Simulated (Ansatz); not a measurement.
We consider rock-salt NaBr, described by PBE0 in Ansatz (plane waves, PAW).

Input:

Ansatz 0.2 input:
```yaml
crystal:
  lattice:
    - [0.0, 2.9934554842, 2.9934554842]
    - [2.9934554842, 0.0, 2.9934554842]
    - [2.9934554842, 2.9934554842, 0.0]
  atoms:
    - { symbol: Na, position: [0.0, 0.0, 0.0] }
    - { symbol: Br, position: [0.5, 0.5, 0.5] }
basis:
  ecutwfc: 460
  ecutrho_ratio: 4
  xc_grid: 2
kpoints:
  mp_grid: { grid: [8, 8, 8] }
hamiltonian:
  xc: pbe0
  dispersion: none
  pseudopotentials: { kind: paw }
scf:
  occupations: { method: fermi_dirac, width: 0.01 }
  convergence: { dr2_threshold: 0.0000000002 }
output:
  forces: true
  stress: true
  eigenvalues: true
```

The run printed, among other lines:

```
WARN output.stress: scf.exx.energy_threshold = 1e-6 eV is looser than the 2e-8 eV advised for a stress under a hybrid functional (1e-8 eV for each atom of the …
Crystal: 2 atoms, lattice volume = 53.647 Å³
Basis set: ecut = 460 eV, 1243 PW (Γ), exchange–correlation on 60×60×60 points (8 copies of the dense FFT grid, shifted against one another)
Bands: 12, of which v1, the nominal top of the filled ones, is band 8 counted from 1 (7 counted from 0)
Symmetry: 48 space group operations
Space group: Fm-3m (ITA 225), of the structure as read, at distance tolerance 3.8e-5 Å
k-points: 29 of 512
Functional: x = pbe(κ = 0.804, μ = 0.2195149727645171), c = pbe(β = 0.06672455060314922), warm-up for x = 0.75 pbe(κ = 0.804, μ = 0.2195149727645171) + 0.25 exact, c = pbe(β = 0.06672455060314922)
SCF iter   1: F=—  HF=-4272.758027 eV  |F-HF|=—  |Δ(HF+E_count)|=         —  Δρ=1.31e-3  dr2=1.42e-3
SCF iter   2: F=-4272.757471 eV  HF=-4272.757467 eV  |F-HF|=4.42e-6  |Δ(HF+E_count)|=   5.61e-4  Δρ=1.57e-4  dr2=6.19e-6
Crystal: 2 atoms, lattice volume = 53.647 Å³
Initial density: handed on by an earlier stage of this run
Functional: x = 0.75 pbe(κ = 0.804, μ = 0.2195149727645171) + 0.25 exact, c = pbe(β = 0.06672455060314922)
  ...
Crystal: 2 atoms, lattice volume = 53.647 Å³
SCF iter   3: F=—  HF=-4274.998728 eV  |F-HF|=—  |Δ(HF+E_count)|=   1.32e-7  Δρ=6.23e-6  dr2=1.12e-8
SCF iter   4: F=-4274.998728 eV  HF=-4274.998728 eV  |F-HF|=8.00e-11  |Δ(HF+E_count)|=   7.70e-9  Δρ=5.41e-7  dr2=1.81e-10
SCF 3 converged in 4 iterations: F = -4274.998728 eV  dr2 = 1.81e-10
Free energy (F): -4274.998728 eV
Internal energy: -4274.998728 eV  (E = F + TS)
E sigma→0 (E₀):  -4274.998728 eV
Fermi energy:    3.168403 eV
--- Forces (eV/Å), atoms counted from 1 ---
  atom   1  Na    -0.00000000     0.00000000    -0.00000000
  atom   2  Br     0.00000000    -0.00000000    -0.00000000
--- Stress (GPa, compression-positive) ---
       -0.000432       0.000000      -0.000000
       -0.000000      -0.000432      -0.000000
       -0.000000       0.000000      -0.000432
  P = ⅓ Tr σ = -0.0004 GPa (-0.004 kbar)
```

The PAW data were made under PBE.

Ansatz is an electronic-structure program.
